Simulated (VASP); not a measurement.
# A VASP 6.6.1 single-point calculation on GaN

INCAR

```
LCHARG = .FALSE.
ISMEAR = -5
IBRION = -1
SIGMA = 0.3
LWAVE = .FALSE.
NELM = 91
ENCUT = 520
EDIFF = 1E-7
ISIF = 2
NBANDS = 16
ALGO = Normal
NSW = 0
LASPH = .TRUE.
PREC = Accurate
LREAL = .FALSE.
METAGGA = R2SCAN
```

KPOINTS

```
KPOINTS created by Atomic Simulation Environment
0
Gamma
10 10 10
0 0 0
```

POSCAR

```
Ga N
 1.0000000000000000
     0.0000000000000000    2.3389106427000002    2.3389106427000002
     2.3389106427000002    0.0000000000000000    2.3389106427000002
     2.3389106427000002    2.3389106427000002    0.0000000000000000
 Ga  N
   1   1
Cartesian
  0.0000000000000000  0.0000000000000000  0.0000000000000000
  1.1694553213500001  1.1694553213500001  1.1694553213500001
```

The recommended PBE PAW datasets give the neutral cell 18 valence electrons.

Command

```
mpirun -np 1 vasp_std
```

OSZICAR

```
N       E                     dE             d eps       ncg     rms          rms(c)
DAV:   1     0.719739024663E+02    0.71974E+02   -0.96264E+03  1656   0.200E+03
DAV:   2    -0.201705827883E+02   -0.92144E+02   -0.87204E+02  1736   0.335E+02
DAV:   3    -0.264735065617E+02   -0.63029E+01   -0.62736E+01  1744   0.732E+01
DAV:   4    -0.265543612537E+02   -0.80855E-01   -0.80840E-01  1944   0.895E+00
DAV:   5    -0.265554251536E+02   -0.10639E-02   -0.10639E-02  1736   0.924E-01    0.679E+00
DAV:   6    -0.216449483375E+02    0.49105E+01   -0.35679E+00  2280   0.380E+01    0.243E+00
DAV:   7    -0.217277391141E+02   -0.82791E-01   -0.32949E-01  1584   0.695E+00    0.167E+00
DAV:   8    -0.217403066083E+02   -0.12567E-01   -0.48621E-02  2144   0.483E+00    0.342E-01
DAV:   9    -0.217378635847E+02    0.24430E-02   -0.13373E-02  2200   0.313E+00    0.155E-01
DAV:  10    -0.217383262108E+02   -0.46263E-03   -0.21408E-03  1816   0.461E-01    0.858E-02
DAV:  11    -0.217381811764E+02    0.14503E-03   -0.36998E-04  1960   0.320E-01    0.227E-02
DAV:  12    -0.217381558390E+02    0.25337E-04   -0.26890E-05  1720   0.736E-02    0.692E-03
DAV:  13    -0.217381580213E+02   -0.21823E-05   -0.18121E-06  1864   0.191E-02    0.363E-03
DAV:  14    -0.217381569185E+02    0.11029E-05   -0.31203E-07  1728   0.492E-03    0.562E-04
DAV:  15    -0.217381569418E+02   -0.23350E-07   -0.25458E-08   960   0.380E-03
   1 F= -.21738157E+02 E0= -.21738157E+02  d E =0.000000E+00
```

Standard output (part)

```
POSCAR found type information on POSCAR GaN
 POSCAR found :  2 types and       2 ions
 LDA part: xc-table for (None), standard interpolation
 POSCAR, INCAR and KPOINTS ok, starting setup
 WAVECAR not read
 entering main loop
```

From OUTCAR

```
k-points           NKPTS =     47   k-points in BZ     NKDIM =     47   number of bands    NBANDS=     16

   NELECT =      18.0000    total number of electrons

   dimension x,y,z NGX =    28 NGY =   28 NGZ =   28
   dimension x,y,z NGXF=    56 NGYF=   56 NGZF=   56

  energy-cutoff  :      520.00
  volume of cell :       25.59
      direct lattice vectors                 reciprocal lattice vectors
     0.000000000  2.338910643  2.338910643    -0.213774734  0.213774734  0.213774734
     2.338910643  0.000000000  2.338910643     0.213774734 -0.213774734  0.213774734
     2.338910643  2.338910643  0.000000000     0.213774734  0.213774734 -0.213774734

 k-points in reciprocal lattice and weights: KPOINTS created by Atomic Simulation Env
   0.00000000  0.00000000  0.00000000       0.001
   0.10000000  0.00000000  0.00000000       0.008
   0.20000000  0.00000000  0.00000000       0.008
   0.30000000  0.00000000  0.00000000       0.008
   0.40000000  0.00000000  0.00000000       0.008
   0.50000000  0.00000000  0.00000000       0.004
   0.10000000  0.10000000  0.00000000       0.006
   0.20000000  0.10000000  0.00000000       0.024
   ...

 E-fermi :   3.8780

 k-point     1 :       0.0000    0.0000    0.0000
  band No.  band energies     occupation
      1     -11.9593      2.00000
      2      -9.9243      2.00000
      3      -9.9243      2.00000
      4      -9.9243      2.00000
      5      -9.6769      2.00000
      6      -9.6769      2.00000
      7       3.8772      2.00000
      8       3.8772      2.00000
      9       3.8772      2.00000
     10       5.2542      0.00000
     11      14.1526      0.00000
     12      14.1527      0.00000
     13      14.1527      0.00000
     14      20.8632      0.00000
     15      22.7165      0.00000
     16      22.7166      0.00000

 k-point     2 :       0.1000    0.0000    0.0000
  band No.  band energies     occupation
      1     -11.8747      2.00000
      2      -9.9142      2.00000
      3      -9.9142      2.00000
      4      -9.8765      2.00000
      5      -9.6776      2.00000
      6      -9.6776      2.00000
      7       2.7384      2.00000
      8       3.7825      2.00000
      9       3.7825      2.00000
     10       6.1940      0.00000
     11      13.6545      0.00000
     12      14.3017      0.00000
     13      14.3018      0.00000
     14      21.2526      0.00000
     15      21.3948      0.00000
     16      21.3949      0.00000

 k-point     3 :       0.2000    0.0000    0.0000
  band No.  band energies     occupation
      1     -11.6706      2.00000
      2      -9.8903      2.00000
      3      -9.8903      2.00000
      4      -9.6954      2.00000
      5      -9.6764      2.00000
      6      -9.6764      2.00000
      7       1.0197      2.00000
      8       3.5488      2.00000
      9       3.5488      2.00000
     10       7.2981      0.00000
     11      12.8960      0.00000
     12      14.5500      0.00000
     13      14.5500      0.00000
     14      20.2478      0.00000
     15      20.6443      0.00000
     16      20.6443      0.00000

 ...

  Total       -2.7457230     -2.7457230     -2.7457230      0.0000000      0.0000000      0.0000000
  in kB     -171.9081306   -171.9081306   -171.9081306      0.0000000      0.0000000      0.0000000
  external PRESSURE =    -171.9081306 kB  Pullay stress =       0.0000000 kB

 POSITION                                       TOTAL-FORCE (eV/Angst)
 -----------------------------------------------------------------------------------
      0.00000      0.00000      0.00000        -0.000000     -0.000000     -0.000000
      1.16946      1.16946      1.16946         0.000000      0.000000      0.000000
 -----------------------------------------------------------------------------------
    total drift:                                0.000028      0.000028      0.000028

  FREE ENERGIE OF THE ION-ELECTRON SYSTEM (eV)
  ---------------------------------------------------
  free  energy   TOTEN  =       -21.7381569418 eV

  energy  without entropy=      -21.7381569418  energy(sigma->0) =      -21.73815694
```

It converged. Results: gap between bands v and c on the k mesh 1.38 eV; least direct gap on the k mesh 1.38 eV; pressure -17.2 GPa. Band v is the last that the valence electrons fill when counted band by band, and c is the next.

For comparison, a separate r²SCAN run of the intended cell, on usual settings and not on those above, gives a gap of 1.38 eV on its mesh and a pressure of -17.2 GPa.

The run above took about 93 s on one core of a shared host (Intel Xeon Platinum 8488C) and held 0.17 GiB at most.
